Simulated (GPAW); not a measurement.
# SrO (P6_3/mmc) in GPAW: reference runs

Aim: a first look at SrO with PBE, on the cell as given.

All numbers are computed with GPAW 26.7.0; they aren't measurements. Logs are shortened: lines on timing, memory, paths and dates and some standing lists are left out, and cuts for length are marked. The log counts tension as positive stress, the text compression.

## Step 1: The structure

Symmetry: P6_3/mmc, No. 194, hexagonal system. The conventional cell has a = 3.553 Å, b = 3.553 Å, c = 6.217 Å, α = 90.00°, β = 90.00°, γ = 120.00°. Sr (site symmetry -6m2) is surrounded by 6 O at 2.57 Å. O (site symmetry -3m) is surrounded by 6 Sr at 2.57 Å.

Measurements of this composition are mostly on another form, of space group No. 225.

## Step 2: Single point, PBE

File run.py:

```python
from ase import Atoms
from ase.dft.bandgap import bandgap
from ase.io import write
from ase.units import Bohr, GPa
from gpaw import GPAW, PW
from gpaw.elf import elf_from_dft_calculation

atoms = Atoms(['Sr', 'Sr', 'O', 'O'],
              cell=[[3.5532880902, 0.0, 0.0],
                    [-1.7766440451, 3.0772377531, 0.0],
                    [0.0, 0.0, 6.21730398]],
              scaled_positions=[[0.6666666667, 0.3333333333, 0.75],
                                [0.3333333333, 0.6666666667, 0.25],
                                [0.0, 0.0, 0.5],
                                [0.0, 0.0, 0.0]],
              pbc=True)

calc = GPAW(mode=PW(800),
            xc='PBE',
            kpts={'size': (9, 9, 5), 'gamma': True},
            occupations={'name': 'fermi-dirac', 'width': 0.05},
            nbands=28,
            convergence={'density': 1e-05, 'energy': 1e-05},
            maxiter=150,
            txt='gpaw.txt')
atoms.calc = calc
energy = atoms.get_potential_energy()
forces = atoms.get_forces()
stress = atoms.get_stress()
calc.write('gs.gpw')
write('result.traj', atoms)
print(f'Energy: {energy:.6f} eV')
print('Forces (eV/A):')
print(forces.round(4))
print('Stress (GPa):', (stress / GPa).round(3))
print('Fermi level:', round(calc.get_fermi_level(), 4), 'eV')
print(f'Gap: {bandgap(calc)[0]:.4f} eV, direct: {bandgap(calc, direct=True)[0]:.4f} eV')

# fields on the real-space grid
write('density.cube', atoms, data=calc.get_pseudo_density() * Bohr**3)
write('potential.cube', atoms, data=calc.get_electrostatic_potential())
write('elf.cube', atoms, data=elf_from_dft_calculation(calc).data)
```

Potentials or basis: GPAW PAW data sets (gpaw-data 1.2.1), pw.

On the command line:

```sh
OMP_NUM_THREADS=1 python run.py
```

gpaw.txt:

```text
__  _  _
 | _ |_)|_||  |
 |__||  | ||/\| - 26.7.0

Input parameters:
  mode=PW(ecut=800.0),
  convergence={'density': 1e-05, 'energy': 1e-05},
  kpts=MonkhorstPack(size=(9, 9, 5), gamma=True),
  maxiter=150,
  nbands=28,
  occupations=Occupations(name='fermi-dirac', width=0.05),
  xc=XC(name='PBE')

Diagonalizing LCAO Hamiltonian
Converting LCAO to pw mode

            Sr

       O
         Sr

       O

Atoms  # Å, Bohr magnetons
|   | symbol |         x |        y |        z |    initial magnetic moments |
|---|--------|-----------|----------|----------|-----------------------------|
| 0 |     Sr |  1.776644 | 1.025746 | 4.662978 | ( 0.0000,  0.0000,  0.0000) |
| 1 |     Sr | -0.000000 | 2.051492 | 1.554326 | ( 0.0000,  0.0000,  0.0000) |
| 2 |      O |  0.000000 | 0.000000 | 3.108652 | ( 0.0000,  0.0000,  0.0000) |
| 3 |      O |  0.000000 | 0.000000 | 0.000000 | ( 0.0000,  0.0000,  0.0000) |

Unit cell  # Å
| periodic |         x |        y |        z |  lengths |     angles |
|----------|-----------|----------|----------|----------|------------|
|      yes |  3.553288 | 0.000000 | 0.000000 | 3.553288 |  90.000000 |
|      yes | -1.776644 | 3.077238 | 0.000000 | 3.553288 |  90.000000 |
|      yes |  0.000000 | 0.000000 | 6.217304 | 6.217304 | 120.000000 |

Number of symmetries: 12
Symmetry operations  # r_c * U_cc + t_c -> r_c
|    | kind |            matrix            |
|----|------|------------------------------|
|  0 |  σ   |  1, 1, 0,  0,-1, 0,  0, 0, 1 |
|  1 |  S6  |  1, 1, 0, -1, 0, 0,  0, 0,-1 |
|  2 |  E   |  1, 0, 0,  0, 1, 0,  0, 0, 1 |
|  3 |  C2  |  1, 0, 0, -1,-1, 0,  0, 0,-1 |
|  4 |  C2  |  0, 1, 0,  1, 0, 0,  0, 0,-1 |
|  5 |  C3  |  0, 1, 0, -1,-1, 0,  0, 0, 1 |
|  6 |  S6  |  0,-1, 0,  1, 1, 0,  0, 0,-1 |
|  7 |  σ   |  0,-1, 0, -1, 0, 0,  0, 0, 1 |
|  8 |  σ   | -1, 0, 0,  1, 1, 0,  0, 0, 1 |
|  9 |  i   | -1, 0, 0,  0,-1, 0,  0, 0,-1 |
| 10 |  C3  | -1,-1, 0,  1, 0, 0,  0, 0, 1 |
| 11 |  C2  | -1,-1, 0,  0, 1, 0,  0, 0,-1 |

BZ-sampling:
  Number of BZ points: 405
  Number of IBZ points: 50

  Monkhorst-Pack size: [9, 9, 5]
  Monkhorst-Pack shift: [0, 0, 0]

K-points  # in reciprocal-cell coordinates
|     |                                coordinates |     weight |
|-----|--------------------------------------------|------------|
|   0 | (  0.00000000,   0.00000000,   0.00000000) | 0.00246914 |
|   1 | (  0.00000000,   0.00000000,   0.20000000) | 0.00493827 |
|   2 | (  0.00000000,   0.00000000,   0.40000000) | 0.00493827 |
|   3 | (  0.11111111,   0.00000000,  -0.40000000) | 0.01481481 |
|   4 | (  0.11111111,   0.00000000,  -0.20000000) | 0.01481481 |
|   5 | (  0.11111111,   0.00000000,   0.00000000) | 0.01481481 |
|   6 | (  0.11111111,   0.00000000,   0.20000000) | 0.01481481 |
|   7 | (  0.11111111,   0.00000000,   0.40000000) | 0.01481481 |
|   8 | (  0.22222222,  -0.11111111,   0.00000000) | 0.01481481 |
|   9 | (  0.22222222,  -0.11111111,   0.20000000) | 0.02962963 |
| ... |                                            |            |
|  49 | (  0.44444444,   0.44444444,   0.40000000) | 0.02962963 |

Plane wave coefficients: 3516
Cutoff: 800.0 eV

Spin-components: 1 (collinear spins)
Bands:           28
Projectors:      20
Spin-degeneracy: 2
Datatype:        complex128

Parallelization:
  kpt:    1
  domain: 1
  band:   1

Density:
  Valence electrons: 32.0
  Components: 1
  Grid points: [24 24 42]
  Charge: 0.0  # |e|

Potential:
  Grid points: [24 24 42]

species:
  Sr:
    name:    Strontium
    Z:       38.0
    valence: 10
    core:    28
    charge:  0.0  # [|e|]
    compensation charges:
      type: gauss
      rc: 0.40  # [Å]
      lmax: 2
    cutoffs:
      filter: 2.39  # [Å]
      core: 1.85  # [Å]
    projectors
    | kind |    occ | energy [eV] | rcut [Å] |
    |------|--------|-------------|----------|
    |   4s |  2.000 |     -40.883 |    1.291 |
    |   5s |  2.000 |      -3.525 |    1.291 |
    |   4p |  6.000 |     -22.826 |    1.291 |
    |    p |        |       4.386 |    1.291 |
    |    d |        |       0.000 |    1.254 |

    Using partial waves for Sr as LCAO basis

  O:
    name:    Oxygen
    Z:       8.0
    valence: 6
    core:    2
    charge:  0.0  # [|e|]
    compensation charges:
      type: gauss
      rc: 0.21  # [Å]
      lmax: 2
    cutoffs:
      filter: 1.17  # [Å]
      core: 0.83  # [Å]
    projectors
    | kind |    occ | energy [eV] | rcut [Å] |
    |------|--------|-------------|----------|
    |   2s |  2.000 |     -23.961 |    0.688 |
    |   2p |  4.000 |      -9.029 |    0.598 |
    |    s |        |       3.251 |    0.688 |
    |    p |        |      18.182 |    0.598 |
    |    d |        |       0.000 |    0.619 |

    Using partial waves for O as LCAO basis

Reference energy: -177075.244618  # eV

eigensolver:
  PPCG
  Converge bands: occupied
  niter=2

density mixing:
  MSR1-Mixer
  Pratt-step length: 0.05
  Maximum mixing coefficient: 0.75
  Old densities: 10
  SVD Regularization: 0.005
  Good broyden scale: 1.0
  Trust region scale: 1.0
  Backstep threshold: 4.0
  History deletion threshold: 6.0
  Fourier metric: weight=20.0, sigma=0.015

occupation numbers:
  Fermi-Dirac:
    width: 0.0500  # eV

poisson solver:
  ecut: 6400.0  # eV

xc functional:
  name: PBE with 2 nearest neighbor stencil

convergence criteria:
[... 6 lines left out ...]
|iter     | |      energy | eigst |  dens |
|---------|-|-------------|-------|-------|
|iter:   1| |  -27.579942 | +0.50 |       |
|iter:   2| |  -26.544939 | -1.85 | -0.91 |
|iter:   3| |  -24.246205 | -0.94 | -0.97 |
|iter:   4| |  -24.218613 | -2.44 | -1.43 |
|iter:   5| |  -24.232814 | -3.02 | -1.65 |
|iter:   6| |  -24.232525 | -4.45 | -2.61 |
|iter:   7| |  -24.232712c| -5.24 | -3.01 |
|iter:   8| |  -24.232727c| -6.01 | -3.56 |
|iter:   9| |  -24.232724c| -6.50 | -3.80 |
|iter:  10| |  -24.232724c| -7.61c| -4.65 |
|iter:  11| |  -24.232724c| -7.57c| -4.95 |
|iter:  12| |  -24.232724c| -8.57c| -6.00c|

Converged in 12 steps
Energy contributions relative to reference atoms: (reference = -177075.244618)

Energy contributions:
  Kinetic:          29.828539
  Coulomb:         -24.104356
  Zero:             -0.207315
  External:          0.000000
  Xc:              -29.749592
  Entropy:          -0.000000
  Spinorbit:         0.000000
  ----------------------------
  Free energy:     -24.232724
  Extrapolated:    -24.232724

dipole moment: (-9.979081, -17.284275, -17.460722)  # |e|*Ang

Fermi level: 6.996
Eigenvalues  # (at kpt = [0.000, 0.000, 0.000])
| band index |      eig [eV] | occ [0-2] |
|------------|---------------|-----------|
|          0 |       -27.219 |     2.000 |
|        ... |               |           |
|          8 |        -8.862 |     2.000 |
|          9 |        -7.410 |     2.000 |
|         10 |         2.964 |     2.000 |
|         11 |         4.665 |     2.000 |
|         12 |         4.665 |     2.000 |
|         13 |         4.891 |     2.000 |
[... 8 lines left out ...]
|         22 |        13.063 |     0.000 |
|         23 |        13.934 |     0.000 |
|        ... |               |           |
|         27 |        16.795 |     0.000 |

Gap: 3.084 eV
Transition (v -> c):
  (s=0, k=0, n=15, [0.00, 0.00, 0.00]) -> (s=0, k=0, n=16, [0.00, 0.00, 0.00])
No difference between direct/indirect transitions

Forces  # eV/Ang
|        x |       y |        z |
|----------|---------|----------|
| -0.00000 | 0.00000 |  0.00001 |  # Sr   0
|  0.00000 | 0.00000 | -0.00001 |  # Sr   1
|  0.00000 | 0.00000 |  0.00000 |  # O    2
| -0.00000 | 0.00000 |  0.00000 |  # O    3

Stress tensor  # eV/Ang^3
|         x |         y |         z |
|-----------|-----------|-----------|
| -0.012849 |  0.000000 |  0.000000 |
|  0.000000 | -0.012849 | -0.000000 |
|  0.000000 | -0.000000 | -0.011943 |

# Writing to gs.gpw (mode='')
```

It took 89 s on 1 thread of Arm Neoverse V2, shared host; peak memory 0.28 GiB.

What came out:

```yaml
Free_energy: -24.2327 eV
Pressure: 2.0 GPa
Band_gap_on_the_k_mesh: 3.08 eV, direct
```

Levels at points of the mesh, in eV from the valence-band top:
| k point | band 13 | band 14 | band 15 | band 16 | band 17 | band 18 | band 19 | band 20 |
| --- | --- | --- | --- | --- | --- | --- | --- | --- |
| (0.00, 0.00, 0.00) | -1.00 | -0.77 | -0.77 | 0.00 | 3.08 | 5.03 | 5.19 | 6.23 |

Caveat: an odd mesh through Γ misses points on the zone boundary, where band edges often lie. PBE gaps usually lie below the measured ones, often by a third to a half.
